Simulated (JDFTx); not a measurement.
# MgO (Fm-3m) in JDFTx: a series of runs

The runs below take MgO through single point, with BLYP, TASK, PBE.

Program: JDFTx 1.7.0 (patched build). These are calculated values, not measurements. Logs are shortened: lines on timing, memory, paths and dates and some standing lists are left out, and cuts for length are marked. The log counts tension as positive stress, the text compression.

**What was measured.**

From “Electronic structure of alkaline earth and post-transition metal oxides”, 2009, arxiv:0908.1581, for a bulk crystal of MgO: band gap 7.83 eV.

The runs below are set against these values where they give the same quantity.

## 1. The crystal as given

The structure is cubic, space group Fm-3m (No. 225). The conventional cell has a = 4.194 Å, b = 4.194 Å, c = 4.194 Å, α = 90.00°, β = 90.00°, γ = 90.00°. Mg (site symmetry m-3m) has 6 O at 2.10 Å as nearest neighbours. O (site symmetry m-3m) has 6 Mg at 2.10 Å as nearest neighbours.

The cell is a database's computed one.

## 2. Single point, BLYP

MgO.in

```
lattice \
    0.0000000000     3.9627583152     3.9627583152 \
    3.9627583152     0.0000000000     3.9627583152 \
    3.9627583152     3.9627583152     0.0000000000
coords-type Lattice
ion Mg     0.0000000000     0.0000000000     0.0000000000 1
ion O      0.5000000000     0.5000000000     0.5000000000 1

ion-species pseudo/Mg.upf
ion-species pseudo/O.upf
elec-cutoff 42 336
elec-ex-corr gga-x-b88 gga-c-lyp
kpoint-folding 11 11 11
elec-smearing Fermi 0.0018374661
elec-n-bands 14
electronic-SCF nIterations 100 energyDiffThreshold 1e-09
electronic-minimize nIterations 30 energyDiffThreshold 1e-7
converge-empty-states yes
forces-output-coords Cartesian

dump-name run.$VAR
dump End Ecomponents EigStats BandEigs Kpoints Forces Stress ElecDensity
```

Potentials or basis: PseudoDojo-SR-PBE-0.5-standard.

Run with:

```bash
$ jdftx -c 1 -i MgO.in -o MgO.out
```

The log of the run:

```text
*************** JDFTx 1.7.0 (patched build) ***************

Input parsed successfully to the following command list (including defaults):
[... the input with its defaults ...]

---------- Setting up symmetries ----------

Found 48 point-group symmetries of the bravais lattice
Found 48 space-group symmetries with basis
Applied RMS atom displacement 0 bohrs to make symmetries exact.

---------- Initializing the Grid ----------
R =
[            0      3.96276      3.96276  ]
[      3.96276            0      3.96276  ]
[      3.96276      3.96276            0  ]
unit cell volume = 124.458
G =
[  -0.792779   0.792779   0.792779  ]
[   0.792779  -0.792779   0.792779  ]
[   0.792779   0.792779  -0.792779  ]
Minimum fftbox size, Smin = [  48  48  48  ]
Chosen fftbox size, S = [  48  48  48  ]

---------- Initializing tighter grid for wavefunction operations ----------
R =
[            0      3.96276      3.96276  ]
[      3.96276            0      3.96276  ]
[      3.96276      3.96276            0  ]
unit cell volume = 124.458
G =
[  -0.792779   0.792779   0.792779  ]
[   0.792779  -0.792779   0.792779  ]
[   0.792779   0.792779  -0.792779  ]
Minimum fftbox size, Smin = [  36  36  36  ]
Chosen fftbox size, S = [  36  36  36  ]

---------- Exchange Correlation functional ----------
Initialized LibXC exchange functional 'Becke 88'
Initialized LibXC correlation functional 'Lee, Yang & Parr'

---------- Setting up pseudopotentials ----------
Width of ionic core gaussian charges (only for fluid interactions / plotting) set to 0

Reading pseudopotential file 'pseudo/Mg.upf':
  'Mg' pseudopotential, 'PBE' functional
  Generated using ONCVPSP code by D. R. Hamann
  10 valence electrons, 3 orbitals, 4 projectors, 1001 radial grid points, with lMax = 1
    2S    l: 0   occupation:  2.0   eigenvalue: -2.934267
    2P    l: 1   occupation:  6.0   eigenvalue: -1.713025
    3S    l: 0   occupation:  2.0   eigenvalue: -0.172924
  Core radius for overlap checks: 1.50 bohrs.

Reading pseudopotential file 'pseudo/O.upf':
  'O' pseudopotential, 'PBE' functional
  Generated using ONCVPSP code by D. R. Hamann
  6 valence electrons, 2 orbitals, 5 projectors, 936 radial grid points, with lMax = 2
    2S    l: 0   occupation:  2.0   eigenvalue: -0.880572
    2P    l: 1   occupation:  4.0   eigenvalue: -0.331869
  Core radius for overlap checks: 1.39 bohrs.

Initialized 2 species with 2 total atoms.

Folded 1 k-points by 11x11x11 to 1331 k-points.

---------- Setting up k-points, bands, fillings ----------
Reduced to 56 k-points under symmetry.
Computing the number of bands and number of electrons
Calculating initial fillings.
nElectrons:  16.000000   nBands: 14   nStates: 56

----- Setting up reduced wavefunction bases (one per k-point) -----
average nbasis = 1617.811 , ideal nbasis = 1618.045

---------- Setting up ewald sum ----------
Optimum gaussian width for ewald sums = 1.799816 bohr.
Real space sum over 1331 unit cells with max indices [  5  5  5  ]
Reciprocal space sum over 2197 terms with max indices [  6  6  6  ]

---------- Allocating electronic variables ----------
Initializing wave functions:  linear combination of atomic orbitals
Note: number of bands (14) exceeds available atomic orbitals (9)
Mg pseudo-atom occupations:   s ( 2 2 )  p ( 6 )
O pseudo-atom occupations:   s ( 2 )  p ( 4 )
	FillingsUpdate:  mu: +0.568636982  nElectrons: 16.000000
LCAOMinimize: Iter:   0  F: -75.3557469380471048  |grad|_K:  7.077e-03  alpha:  1.000e+00
	FillingsUpdate:  mu: +0.474500432  nElectrons: 16.000000
LCAOMinimize: Iter:   1  F: -75.4726396619096533  |grad|_K:  9.457e-04  alpha:  3.494e-01  linmin: -3.197e-01  cgtest:  9.112e-01
LCAOMinimize: Encountered beta<0, resetting CG.
[... 6 lines of inner loops ...]
LCAOMinimize: Iter:   4  F: -75.4745365219999940  |grad|_K:  1.388e-06  alpha:  3.863e-01  linmin:  5.734e-05  cgtest: -3.968e-04
	FillingsUpdate:  mu: +0.465679180  nElectrons: 16.000000
LCAOMinimize: Iter:   5  F: -75.4745365322189912  |grad|_K:  5.077e-08  alpha:  9.660e-01  linmin:  3.066e-04  cgtest:  1.411e-03
LCAOMinimize: Converged (|Delta F|<1.000000e-06 for 2 iters).

-------- Electronic minimization -----------
Will mix electronic density at each iteration.
	FillingsUpdate:  mu: +0.465679180  nElectrons: 16.000000
	FillingsUpdate:  mu: +0.459606843  nElectrons: 16.000000
SCF: Cycle:  0   F: -75.501912845688565   dF: -2.738e-02   |Residual|: 6.290e-02   |deigs|: 1.260e-01
	FillingsUpdate:  mu: +0.454941691  nElectrons: 16.000000
SCF: Cycle:  1   F: -75.505031229567919   dF: -3.118e-03   |Residual|: 1.274e-02   |deigs|: 1.441e-02
	FillingsUpdate:  mu: +0.456394433  nElectrons: 16.000000
SCF: Cycle:  2   F: -75.505093375122712   dF: -6.215e-05   |Residual|: 7.024e-03   |deigs|: 3.621e-03
	FillingsUpdate:  mu: +0.457761472  nElectrons: 16.000000
SCF: Cycle:  3   F: -75.505099873015183   dF: -6.498e-06   |Residual|: 1.045e-03   |deigs|: 1.884e-03
	FillingsUpdate:  mu: +0.457783311  nElectrons: 16.000000
SCF: Cycle:  4   F: -75.505100198922889   dF: -3.259e-07   |Residual|: 2.813e-04   |deigs|: 4.647e-04
	FillingsUpdate:  mu: +0.457835989  nElectrons: 16.000000
SCF: Cycle:  5   F: -75.505100248962719   dF: -5.004e-08   |Residual|: 5.348e-05   |deigs|: 2.510e-04
	FillingsUpdate:  mu: +0.457847734  nElectrons: 16.000000
SCF: Cycle:  6   F: -75.505100253269489   dF: -4.307e-09   |Residual|: 1.683e-05   |deigs|: 1.851e-04
	FillingsUpdate:  mu: +0.457846896  nElectrons: 16.000000
SCF: Cycle:  7   F: -75.505100253782189   dF: -5.127e-10   |Residual|: 7.811e-06   |deigs|: 1.427e-04
	FillingsUpdate:  mu: +0.457846181  nElectrons: 16.000000
SCF: Cycle:  8   F: -75.505100253892067   dF: -1.099e-10   |Residual|: 3.283e-06   |deigs|: 1.266e-04
SCF: Converged (|Delta E|<1.000000e-09 for 2 iters).

Setting wave functions to eigenvectors of Hamiltonian
Converging empty states (this may take a while): |deigs|: 1.264e-03

# Stress tensor in Cartesian coordinates [Eh/a0^3]:
[ -0.000325551            0            0  ]
[            0 -0.000325551            0  ]
[            0            0 -0.000325551  ]

# Ionic positions in lattice coordinates:
ion Mg   0.000000000000000   0.000000000000000   0.000000000000000 1
ion O   0.500000000000000   0.500000000000000   0.500000000000000 1

# Forces in Cartesian coordinates:
force Mg   0.000000000000000   0.000000000000000  -0.000000000000000 1
force O   0.000000000000000   0.000000000000000  -0.000000000000000 1

# Energy components:
   Eewald =      -47.5873828444100653
       EH =       20.6834056670890014
     Eloc =      -61.5460455050482977
      Enl =      -20.7352202124253822
      Exc =      -12.2279325000081123
 Exc_core =        0.5095183388912518
       KE =       45.3985568020195487
-------------------------------------
     Etot =      -75.5051002538920670
       TS =        0.0000000000000014
-------------------------------------
        F =      -75.5051002538920670

IonicMinimize: Iter:   0  F: -75.505100253892067  |grad|_K:  4.412e-42
IonicMinimize: Converged (|grad|_K<1.000000e-04).

#--- Lowdin population analysis ---
# oxidation-state Mg +1.538
# oxidation-state O -1.387

Dumping 'run.eigStats' ...
	eMin: -2.349531 at state 0 ( [ +0.000000 +0.000000 +0.000000 ] spin 0 )
	HOMO: +0.314505 at state 0 ( [ +0.000000 +0.000000 +0.000000 ] spin 0 )
	mu  : +0.457847
	LUMO: +0.503150 at state 0 ( [ +0.000000 +0.000000 +0.000000 ] spin 0 )
	eMax: +1.300984 at state 32 ( [ +0.000000 +0.363636 -0.454545 ] spin 0 )
	HOMO-LUMO gap: +0.188645
	Optical gap  : +0.188645 at state 0 ( [ +0.000000 +0.000000 +0.000000 ] spin 0 )
Done!
[note: mu as printed may lie anywhere between the filled and the empty levels]
```

Run time: 55 s. Hardware: 1 thread of Arm Neoverse V1, shared host; peak memory 0.1 GiB.

Results:

- Free energy: -2054.5984 eV
- Pressure: 9.6 GPa
- Band gap on the k mesh: 5.13 eV, direct
- Loewdin charges: Mg +1.54; O -1.39 e

Caveat: the atomic charges don't sum to the cell's charge; the potentials were made for another functional, which shifts forces and pressure.

(Continued in part 2 of 2.)
